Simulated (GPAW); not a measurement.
## Magnetic state of Fe2 Mo2 Fe2 001 from several starts

Does Fe2 Mo2 Fe2 001 prefer parallel or opposed moments, or none?

Program: GPAW 26.7.0. Level of theory: PBE; plane waves with GPAW's PAW setups, scalar-relativistic. Results are calculated unless marked as measured.

### 1. Set-up

The cell holds 6 atoms: 4 Fe and 2 Mo. Cell: a = 3.147 Å, b = 3.147 Å, c = 18.721 Å, α = 90.0°, β = 90.0°, γ = 90.0°. ideal sites on the substrate's mesh, layer spacings from atomic volumes, unrelaxed, 12 A of vacuum. Vacuum lies along c.

### 2. Run 1 (ferro ++++)

Parallel moments need no larger cell; this start tests for a ferromagnetic state only.

The input, order1.py:

```python
import json
import numpy as np
from ase import Atoms
from ase.parallel import paropen, parprint
from gpaw import GPAW

atoms = Atoms(['Fe', 'Fe', 'Mo', 'Mo', 'Fe', 'Fe'],
    cell=[[3.147, 0.0, 0.0],
         [0.0, 3.147, 0.0],
         [0.0, 0.0, 18.720782]],
    scaled_positions=[[0.0, 0.0, 0.320499],
         [0.5, 0.5, 0.384144],
         [0.0, 0.0, 0.457983],
         [0.5, 0.5, 0.542017],
         [0.0, 0.0, 0.615856],
         [0.5, 0.5, 0.679501]],
    pbc=True,
    magmoms=[2.6, 2.6, 0.0, 0.0, 2.6, 2.6])
atoms.calc = GPAW(mode={'name': 'pw', 'ecut': 450},
    xc='PBE',
    kpts={'size': (20, 20, 1), 'gamma': True},
    occupations={'name': 'fermi-dirac', 'width': 0.05},
    convergence={'density': 1e-05, 'energy': 1e-05},
    maxiter=200,
    mixer={'name': 'pulay', 'beta': 0.03, 'nmaxold': 8, 'weight': 100},
    symmetry={'tolerance': 1e-4},
    txt='order1.txt')
e = atoms.get_potential_energy(force_consistent=True)
res = {'free_energy': e, 'energy_sigma0': atoms.get_potential_energy(), 'fermi_energy': atoms.calc.get_fermi_level()}
res['moments'] = atoms.get_magnetic_moments().tolist()
res['total'] = atoms.get_magnetic_moment()
parprint('site moments (muB):', np.round(res['moments'], 3))
parprint(f"total moment: {res['total']:.3f} muB")
parprint(f'free energy: {e:.6f} eV')
atoms.calc.write('order1.gpw')
with paropen('results.json', 'w') as f:
    json.dump(res, f)
```

The run is started by

```sh
OMP_NUM_THREADS=1 mpirun -n 4 gpaw python order1.py > order1.log
```

Numbers of over 12 decimals in the logs are rounded to 6 here.

What it wrote:

```text
site moments (muB): [ 2.812  1.955 -0.217 -0.217  1.955  2.812]
total moment: 9.198 muB
free energy: -54.698117 eV

--- order1.txt ---
Input parameters:
  mode=PW(ecut=450),
  convergence={'density': 1e-05, 'energy': 1e-05},
  kpts=MonkhorstPack(size=(20, 20, 1), gamma=True),
  maxiter=200,
  mixer=Pulay(name='pulay', nmaxold=8, beta=0.03, weight=100, sigma=0.015, g_ss=None),
  occupations=Occupations(name='fermi-dirac', width=0.05),
  symmetry=Symmetry(tolerance=0.0001),
  xc=XC(name='PBE')

Diagonalizing LCAO Hamiltonian
Converting LCAO to pw mode
   .-------.
  /|       |
 * |       |
 | |       |
 | |       |
 | |       |
 | |       |
 | |       |
 | |  Fe   |
 | |       |
 | |       |
 Fe|       |
 | |  Mo   |
 | |       |
 Mo|       |
 | |  Fe   |
 | |       |
 | |       |
 Fe|       |
 | |       |
 | |       |
 | |       |
 | |       |
 | .-------.
 |/       /
 *-------*

Atoms  # Å, Bohr magnetons
|   | symbol |        x |        y |         z |    initial magnetic moments |
|---|--------|----------|----------|-----------|-----------------------------|
| 0 |     Fe | 0.000000 | 0.000000 |  5.999992 | ( 0.0000,  0.0000,  2.6000) |
| 1 |     Fe | 1.573500 | 1.573500 |  7.191476 | ( 0.0000,  0.0000,  2.6000) |
| 2 |     Mo | 0.000000 | 0.000000 |  8.573800 | ( 0.0000,  0.0000,  0.0000) |
| 3 |     Mo | 1.573500 | 1.573500 | 10.146982 | ( 0.0000,  0.0000,  0.0000) |
| 4 |     Fe | 0.000000 | 0.000000 | 11.529306 | ( 0.0000,  0.0000,  2.6000) |
| 5 |     Fe | 1.573500 | 1.573500 | 12.720790 | ( 0.0000,  0.0000,  2.6000) |

Unit cell  # Å
| periodic |        x |        y |         z |   lengths |    angles |
|----------|----------|----------|-----------|-----------|-----------|
|      yes | 3.147000 | 0.000000 |  0.000000 |  3.147000 | 90.000000 |
|      yes | 0.000000 | 3.147000 |  0.000000 |  3.147000 | 90.000000 |
|      yes | 0.000000 | 0.000000 | 18.720782 | 18.720782 | 90.000000 |

Number of symmetries: 8

BZ-sampling:
  Number of BZ points: 400
  Number of IBZ points: 66

  Monkhorst-Pack size: [20, 20, 1]
  Monkhorst-Pack shift: [0.025, 0.025, 0.0]

K-points  # in reciprocal-cell coordinates
|     |                                coordinates |     weight |
|-----|--------------------------------------------|------------|
|   0 | ( -0.00000000,  -0.00000000,   0.00000000) | 0.00250000 |
|   1 | (  0.05000000,  -0.00000000,   0.00000000) | 0.01000000 |
|   2 | (  0.05000000,   0.05000000,   0.00000000) | 0.01000000 |
|   3 | (  0.10000000,  -0.00000000,   0.00000000) | 0.01000000 |
|   4 | (  0.10000000,   0.05000000,   0.00000000) | 0.02000000 |
|   5 | (  0.10000000,   0.10000000,   0.00000000) | 0.01000000 |
|   6 | (  0.15000000,  -0.00000000,   0.00000000) | 0.01000000 |
|   7 | (  0.15000000,   0.05000000,   0.00000000) | 0.02000000 |
|   8 | (  0.15000000,   0.10000000,   0.00000000) | 0.02000000 |
|   9 | (  0.15000000,   0.15000000,   0.00000000) | 0.01000000 |
| ... |                                            |            |
|  65 | (  0.50000000,   0.50000000,   0.00000000) | 0.00250000 |

Plane wave coefficients: 4077
Cutoff: 450.000000 eV

Spin-components: 2 (collinear spins)
Bands:           47
Projectors:      36
Spin-degeneracy: 1
Datatype:        complex128

Parallelization:
  kpt:    4
  domain: 1
  band:   1

Density:
  Valence electrons: 60.0
  Components: 2
  Grid points: [16 16 96]
  Charge: 0.0  # |e|

Potential:
  Grid points: [16 16 96]

species:
  Fe:
    name:    Iron
    Z:       26.0
    valence: 8
    core:    18
    charge:  0.0  # [|e|]
    compensation charges:
      type: gauss
      rc: 0.33  # [Å]
      lmax: 2
    cutoffs:
      filter: 2.06  # [Å]
      core: 2.67  # [Å]
    projectors
    | kind |    occ | energy [eV] | rcut [Å] |
    |------|--------|-------------|----------|
    |   4s |  2.000 |      -5.291 |    1.164 |
    |   4p |  0.000 |      -1.326 |    1.058 |
    |   3d |  6.000 |      -7.505 |    1.058 |
    |    s |        |      21.920 |    1.164 |
    |    p |        |      25.885 |    1.058 |
    |    d |        |      19.706 |    1.058 |

    Using partial waves for Fe as LCAO basis

  Mo:
    name:    Molybdenum
    Z:       42.0
    valence: 14
    core:    28
    charge:  0.0  # [|e|]
    compensation charges:
      type: gauss
      rc: 0.38  # [Å]
      lmax: 2
    cutoffs:
      filter: 2.16  # [Å]
      core: 1.42  # [Å]
    projectors
    | kind |    occ | energy [eV] | rcut [Å] |
    |------|--------|-------------|----------|
    |   4s |  2.000 |     -64.307 |    1.238 |
    |   5s |  1.000 |      -4.084 |    1.238 |
    |   4p |  6.000 |     -38.491 |    1.296 |
    |   5p |  0.000 |      -1.044 |    1.296 |
    |   4d |  5.000 |      -3.754 |    1.296 |
    |    d |        |      23.458 |    1.296 |

    Using partial waves for Mo as LCAO basis

Reference energy: -358745.963663  # eV

eigensolver:
  PPCG
  Converge bands: occupied
  niter=2

density mixing:
  Pulay-Mixer
  Linear mixing parameters: 0.03
  Old densities: 8
  Fourier metric: weight=100, sigma=0.015

occupation numbers:
  Fermi-Dirac:
    width: 0.0500  # eV

poisson solver:
  ecut: 3600.000000  # eV

xc functional:
  name: PBE with 2 nearest neighbor stencil

convergence criteria:
- Maximum integral of absolute [dens]ity change: 1e-05 electrons / valence electron
- Maximum [total energy] change in last 3 cyles: 1e-05 eV / valence electron
- Maximum integral of absolute [eigenst]ate change: 4e-08 eV^2 / valence electron
maximum number of iterations: 200

SCF iterations
|iter     |      energy | eigst |  dens |  magmom |
|---------|-------------|-------|-------|---------|
|iter:   1|       0s |  -60.651050 | +0.40 |       | +10.4200|
|iter:   2|       5s |  -57.967935 | -1.07 | -0.70 | +10.3353|
|iter:   3|      11s |  -56.723163 | -1.66 | -0.82 | +10.2637|
|iter:   4|      16s |  -56.041364 | -2.01 | -0.94 | +10.2056|
|iter:   5|      21s |  -54.542458 | -0.70 | -0.98 |  +9.9068|
|iter:   6|      26s |  -54.508305 | -2.11 | -1.22 |  +9.9136|
|iter:   7|      31s |  -54.467156 | -2.74 | -1.24 |  +9.8876|
|iter:   8|      36s |  -54.474654 | -1.95 | -1.29 |  +9.7379|
|iter:   9|      42s |  -54.461617 | -3.00 | -1.46 |  +9.7610|
|iter:  10|      47s |  -54.567078 | -2.26 | -1.47 |  +9.6508|
[... 32 iterations left out ...]
|iter:  43|     210s |  -54.665416c| -8.21c| -4.58 |  +9.1992|
|iter:  44|     212s |  -54.665416c| -8.23c| -4.63 |  +9.1992|
|iter:  45|     215s |  -54.665416c| -8.36c| -4.68 |  +9.1992|
|iter:  46|     217s |  -54.665416c| -8.62c| -4.75 |  +9.1991|
|iter:  47|     220s |  -54.665416c| -8.97c| -4.78 |  +9.1991|
|iter:  48|     222s |  -54.665417c| -8.85c| -4.81 |  +9.1989|
|iter:  49|     225s |  -54.665417c| -9.04c| -4.84 |  +9.1988|
|iter:  50|     227s |  -54.665417c| -9.02c| -4.90 |  +9.1987|
|iter:  51|     230s |  -54.665417c| -8.48c| -4.92 |  +9.1985|
|iter:  52|     233s |  -54.665417c| -8.97c| -5.11c|  +9.1984|

Converged in 52 steps
Energy contributions relative to reference atoms: (reference = -358745.963663)

Energy contributions:
  Kinetic:           0.071474
  Coulomb:          -7.196772
  Zero:             -0.032639
  External:          0.000000
  Xc:              -47.474780
  Entropy:          -0.065400
  Spinorbit:         0.000000
  ----------------------------
  Free energy:     -54.698117
  Extrapolated:    -54.665417

dipole moment: (-27.125196, -27.125196, -0.000366)  # |e|*Ang

Total magnetic moment: (0.000000, 0.000000, 9.198412)

Local magnetic moments
|        x |        y |         z |
|----------|----------|-----------|
| 0.000000 | 0.000000 |  2.811783 |  # Fe   0
| 0.000000 | 0.000000 |  1.954715 |  # Fe   1
| 0.000000 | 0.000000 | -0.216639 |  # Mo   2
| 0.000000 | 0.000000 | -0.216639 |  # Mo   3
| 0.000000 | 0.000000 |  1.954714 |  # Fe   4
| 0.000000 | 0.000000 |  2.811783 |  # Fe   5

Fermi level: 2.759
Eigenvalues  # (at kpt = [-0.000, -0.000, 0.000])
| band index |      eig [eV] | occ [0-1] |      eig [eV] | occ [0-1] |
|------------|---------------|-----------|---------------|-----------|
|          0 |       -58.276 |     1.000 |       -58.410 |     1.000 |
|        ... |               |           |               |           |
|         23 |         0.495 |     1.000 |         2.466 |     0.997 |
|         24 |         0.810 |     1.000 |         2.466 |     0.997 |
|         25 |         0.841 |     1.000 |         2.522 |     0.991 |
|         26 |         0.903 |     1.000 |         2.807 |     0.275 |
|         27 |         0.903 |     1.000 |         2.822 |     0.219 |
|         28 |         1.004 |     1.000 |         2.822 |     0.219 |
|         29 |         1.004 |     1.000 |         2.883 |     0.077 |
|         30 |         1.273 |     1.000 |         3.059 |     0.002 |
|         31 |         1.627 |     1.000 |         3.688 |     0.000 |
|         32 |         1.811 |     1.000 |         3.688 |     0.000 |
|         33 |         2.253 |     1.000 |         3.869 |     0.000 |
|         34 |         2.253 |     1.000 |         3.893 |     0.000 |
|         35 |         3.181 |     0.000 |         4.214 |     0.000 |
|         36 |         3.302 |     0.000 |         4.409 |     0.000 |
|         37 |         3.333 |     0.000 |         4.437 |     0.000 |
|        ... |               |           |               |           |
|         46 |         9.610 |     0.000 |         9.878 |     0.000 |

No gap
No difference between direct/indirect transitions
```

Elapsed: 4.1 min, on 4 MPI ranks of INTEL XEON PLATINUM 8581C at 2.10GHz (Emerald Rapids), shared host; peak memory 1.3 GiB; 16 min of CPU time.

Spin moment in the augmentation sphere by atom:

```tsv
atom	spin moment in the augmentation sphere (μB)
Fe1	2.81
Fe2	1.95
Mo3	-0.22
Mo4	-0.22
Fe5	1.95
Fe6	2.81
```

Read from the output:

| Item | Value |
| --- | --- |
| magnetization | 9.198 μB |
| final state | ferromagnetic |

After 52 cycles the largest moment stands at 2.81 μB.

### 3. Start 2: antiferro ++--

Another pattern of signs weighs the neighbour shells otherwise.

order2.py is the script of step 2 with these lines changed:

```diff
@@ -17,3 +17,3 @@
     pbc=True,
-    magmoms=[2.6, 2.6, 0.0, 0.0, 2.6, 2.6])
+    magmoms=[2.6, 2.6, 0.0, 0.0, -2.6, -2.6])
 atoms.calc = GPAW(mode={'name': 'pw', 'ecut': 450},
@@ -26,3 +26,3 @@
     symmetry={'tolerance': 1e-4},
-    txt='order1.txt')
+    txt='order2.txt')
 e = atoms.get_potential_energy(force_consistent=True)
@@ -34,3 +34,3 @@
 parprint(f'free energy: {e:.6f} eV')
-atoms.calc.write('order1.gpw')
+atoms.calc.write('order2.gpw')
 with paropen('results.json', 'w') as f:
```

The run is started by

```sh
OMP_NUM_THREADS=1 mpirun -n 4 gpaw python order2.py > order2.log
```

What it wrote:

```text
site moments (muB): [ 2.81   2.022 -0.172  0.172 -2.022 -2.81 ]
total moment: 0.000 muB
free energy: -54.660033 eV

--- order2.txt ---
Input parameters:
  mode=PW(ecut=450),
  convergence={'density': 1e-05, 'energy': 1e-05},
  kpts=MonkhorstPack(size=(20, 20, 1), gamma=True),
  maxiter=200,
  mixer=Pulay(name='pulay', nmaxold=8, beta=0.03, weight=100, sigma=0.015, g_ss=None),
  occupations=Occupations(name='fermi-dirac', width=0.05),
  symmetry=Symmetry(tolerance=0.0001),
  xc=XC(name='PBE')

Diagonalizing LCAO Hamiltonian
Converting LCAO to pw mode
   .-------.
  /|       |
 * |       |
 | |       |
 | |       |
 | |       |
 | |       |
 | |       |
 | |  Fe   |
 | |       |
 | |       |
 Fe|       |
 | |  Mo   |
 | |       |
 Mo|       |
 | |  Fe   |
 | |       |
 | |       |
 Fe|       |
 | |       |
 | |       |
 | |       |
 | |       |
 | .-------.
 |/       /
 *-------*

Atoms  # Å, Bohr magnetons
|   | symbol |        x |        y |         z |    initial magnetic moments |
|---|--------|----------|----------|-----------|-----------------------------|
| 0 |     Fe | 0.000000 | 0.000000 |  5.999992 | ( 0.0000,  0.0000,  2.6000) |
| 1 |     Fe | 1.573500 | 1.573500 |  7.191476 | ( 0.0000,  0.0000,  2.6000) |
| 2 |     Mo | 0.000000 | 0.000000 |  8.573800 | ( 0.0000,  0.0000,  0.0000) |
| 3 |     Mo | 1.573500 | 1.573500 | 10.146982 | ( 0.0000,  0.0000,  0.0000) |
| 4 |     Fe | 0.000000 | 0.000000 | 11.529306 | ( 0.0000,  0.0000, -2.6000) |
| 5 |     Fe | 1.573500 | 1.573500 | 12.720790 | ( 0.0000,  0.0000, -2.6000) |

Unit cell  # Å
| periodic |        x |        y |         z |   lengths |    angles |
|----------|----------|----------|-----------|-----------|-----------|
|      yes | 3.147000 | 0.000000 |  0.000000 |  3.147000 | 90.000000 |
|      yes | 0.000000 | 3.147000 |  0.000000 |  3.147000 | 90.000000 |
|      yes | 0.000000 | 0.000000 | 18.720782 | 18.720782 | 90.000000 |

Number of symmetries: 8

BZ-sampling:
  Number of BZ points: 400
  Number of IBZ points: 66

  Monkhorst-Pack size: [20, 20, 1]
  Monkhorst-Pack shift: [0.025, 0.025, 0.0]

Plane wave coefficients: 4077
Cutoff: 450.000000 eV

Spin-components: 2 (collinear spins)
Bands:           40
Projectors:      36
Spin-degeneracy: 1
Datatype:        complex128

Parallelization:
  kpt:    4
  domain: 1
  band:   1

Density:
  Valence electrons: 60.0
  Components: 2
  Grid points: [16 16 96]
  Charge: 0.0  # |e|

Potential:
  Grid points: [16 16 96]

[... setups left out ...]
Reference energy: -358745.963663  # eV

eigensolver:
  PPCG
  Converge bands: occupied
  niter=2

density mixing:
  Pulay-Mixer
  Linear mixing parameters: 0.03
  Old densities: 8
  Fourier metric: weight=100, sigma=0.015

occupation numbers:
  Fermi-Dirac:
    width: 0.0500  # eV

poisson solver:
  ecut: 3600.000000  # eV

xc functional:
  name: PBE with 2 nearest neighbor stencil

convergence criteria:
- Maximum integral of absolute [dens]ity change: 1e-05 electrons / valence electron
- Maximum [total energy] change in last 3 cyles: 1e-05 eV / valence electron
- Maximum integral of absolute [eigenst]ate change: 4e-08 eV^2 / valence electron
maximum number of iterations: 200

SCF iterations
|iter     |      energy | eigst |  dens |  magmom |
|---------|-------------|-------|-------|---------|
|iter:   1|       0s |  -60.634808 | +0.41 |       |  +0.0000|
|iter:   2|       4s |  -58.012063 | -0.81 | -0.71 |  -0.0000|
|iter:   3|       9s |  -56.683518 | -1.25 | -0.82 |  +0.0000|
|iter:   4|      13s |  -56.004520 | -1.67 | -0.93 |  -0.0000|
|iter:   5|      18s |  -54.486335 | -0.43 | -0.98 |  +0.0000|
|iter:   6|      23s |  -54.622867 | -1.62 | -1.26 |  +0.0000|
|iter:   7|      27s |  -54.525799 | -1.98 | -1.21 |  +0.0000|
|iter:   8|      32s |  -54.442711 | -1.54 | -1.33 |  -0.0000|
|iter:   9|      36s |  -54.454128 | -3.15 | -1.49 |  +0.0000|
|iter:  10|      41s |  -54.552547 | -2.14 | -1.49 |  -0.0000|
[... 32 iterations left out ...]
|iter:  43|     187s |  -54.624859c| -7.64c| -4.25 |  +0.0000|
|iter:  44|     192s |  -54.624861c| -7.73c| -4.33 |  +0.0000|
|iter:  45|     194s |  -54.624861c| -8.39c| -4.40 |  -0.0000|
|iter:  46|     196s |  -54.624861c| -8.17c| -4.46 |  -0.0000|
|iter:  47|     198s |  -54.624861c| -8.08c| -4.57 |  -0.0000|
|iter:  48|     200s |  -54.624861c| -8.20c| -4.71 |  -0.0000|
|iter:  49|     202s |  -54.624861c| -8.69c| -4.78 |  +0.0000|
|iter:  50|     204s |  -54.624861c| -8.60c| -4.82 |  +0.0000|
|iter:  51|     207s |  -54.624861c| -8.63c| -4.96 |  +0.0000|
|iter:  52|     209s |  -54.624861c| -8.84c| -5.02c|  +0.0000|

Converged in 52 steps
Energy contributions relative to reference atoms: (reference = -358745.963663)

Energy contributions:
  Kinetic:           1.034389
  Coulomb:          -7.857842
  Zero:             -0.037818
  External:          0.000000
  Xc:              -47.728418
  Entropy:          -0.070344
  Spinorbit:         0.000000
  ----------------------------
  Free energy:     -54.660033
  Extrapolated:    -54.624861

dipole moment: (-27.122851, -27.122851, -0.000365)  # |e|*Ang

Total magnetic moment: (0.000000, 0.000000, 0.000000)

Local magnetic moments
|        x |        y |         z |
|----------|----------|-----------|
| 0.000000 | 0.000000 |  2.810046 |  # Fe   0
| 0.000000 | 0.000000 |  2.022046 |  # Fe   1
| 0.000000 | 0.000000 | -0.171993 |  # Mo   2
| 0.000000 | 0.000000 |  0.171993 |  # Mo   3
| 0.000000 | 0.000000 | -2.022046 |  # Fe   4
| 0.000000 | 0.000000 | -2.810045 |  # Fe   5

Fermi level: 2.766
Eigenvalues  # (at kpt = [-0.000, -0.000, 0.000])
| band index |      eig [eV] | occ [0-1] |      eig [eV] | occ [0-1] |
|------------|---------------|-----------|---------------|-----------|
|          0 |       -58.358 |     1.000 |       -58.358 |     1.000 |
|        ... |               |           |               |           |
|         22 |         0.932 |     1.000 |         0.932 |     1.000 |
|         23 |         1.321 |     1.000 |         1.321 |     1.000 |
|         24 |         1.575 |     1.000 |         1.575 |     1.000 |
|         25 |         1.793 |     1.000 |         1.793 |     1.000 |
|         26 |         1.793 |     1.000 |         1.793 |     1.000 |
|         27 |         1.847 |     1.000 |         1.847 |     1.000 |
|         28 |         2.437 |     0.999 |         2.437 |     0.999 |
|         29 |         2.437 |     0.999 |         2.437 |     0.999 |
|         30 |         2.780 |     0.430 |         2.780 |     0.430 |
|         31 |         2.840 |     0.184 |         2.840 |     0.184 |
|         32 |         3.147 |     0.000 |         3.147 |     0.000 |
|         33 |         3.277 |     0.000 |         3.277 |     0.000 |
|         34 |         3.277 |     0.000 |         3.277 |     0.000 |
|         35 |         3.353 |     0.000 |         3.353 |     0.000 |
|         36 |         4.214 |     0.000 |         4.214 |     0.000 |
|         37 |         4.224 |     0.000 |         4.224 |     0.000 |
|        ... |               |           |               |           |
|         39 |         4.824 |     0.000 |         4.824 |     0.000 |

No gap
No difference between direct/indirect transitions
```

Run time: 3.7 min. Hardware: 4 MPI ranks; peak memory 1.3 GiB; 15 min of CPU time.

Spin moment in the augmentation sphere by atom:

```tsv
atom	spin moment in the augmentation sphere (μB)
Fe1	2.81
Fe2	2.02
Mo3	-0.17
Mo4	0.17
Fe5	-2.02
Fe6	-2.81
```

This step gave:

| Property | Result |
| --- | --- |
| magnetization | 0 μB |
| final state | antiferromagnetic |

It lies 9.52 meV a seeded atom over the first start, and its largest moment is 2.81 μB against 2.81 μB.

### 4. The states side by side

These are free energies at a smearing of 0.05 eV, so its entropy term is in the differences. They are divided by the number of seeded atoms, so that cells of unlike size compare.

Orders:

```tsv
start	final state	typed order kept	energy over the lowest (meV a seeded atom)	largest site moment (μB)	net moment (μB a primitive cell)	mesh matched	CPU time (s)
ferro ++++	ferromagnetic	yes	0	2.812	9.198	yes	981.5
antiferro ++--	antiferromagnetic	yes	9.521	2.81	0	yes	883.5
```

### 5. Outcome

```
lowest state found  : ferromagnetic (typed ferro ++++)
largest site moment : 2.81 μB
next state          : antiferromagnetic, 9.52 meV a seeded atom higher
```

In words: The lowest state found is ferromagnetic, reached from the start ferro ++++, with moments up to 2.81 μB. The next state costs 9.5 meV a seeded atom. Only 2 starts are shown; other collinear patterns, canted and longer-period orders are not.

[Logs and program files are shortened in this print: banners, set-up blocks, solver, clock and traceback lines can be left out without a mark of their own.]

[Logs are printed without paths, hosts, clocks, repeated set-up lines and the standing remarks that a program may print on its own settings, such as how far it seeks lower states.]

[Hosts, paths, dates, database ids (printed as entryN), source tags and the programs' standing remarks are cut or masked in the printed files.]

[Where a cell is said to come from a database of computed structures, the database is the Materials Project.]
